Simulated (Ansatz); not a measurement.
# AlN and its competing phases

These are results of DFT PBE, scalar-relativistic, plane waves, PAW in Ansatz 0.2.0, not measurements. All cells share a 420 eV cutoff and Γ-centred k meshes spaced at most about 0.3 Å⁻¹ (2π included). No spin polarisation.

Energies over the elements count from the elements' standard structures at the same level (N₂ as a molecule), with no fitted energy shifts.

These are static total energies at zero pressure.

The competitors are the elements and 1 reference phase of this chemical system (from databases or known types: AlN), relaxed at the same level; other known phases may be missing.

The candidate was reached from: a relaxed cell, shaken at random and relaxed again.

```
CELL_PARAMETERS angstrom
0.00000 2.20149 2.20149
2.20149 0.00000 2.20149
2.20149 2.20149 0.00000
ATOMIC_POSITIONS crystal
Al 0.75000 0.75000 0.75000
N 0.50000 0.50000 0.50000
```

**Question.** Is it stable, and against what?

**Answer.** Not the lowest form: another structure of the same formula lies lower. Its formation energy is -1.347 eV/atom. The lowest competing phase at this composition is this:

| phase | space group | source | share of atoms | ΔE_f (eV/atom) |
| --- | --- | --- | --- | --- |
| AlN | P6_3mc (No. 186) | Materials Project | 1.0000 | -1.368 |

The candidate lies 21 meV/atom above this phase. The same end was reached from a Materials Project cell. Such a margin is small enough for a metastable phase. Whether it is a true minimum wasn't tested by phonons. It has the zinc blende type.
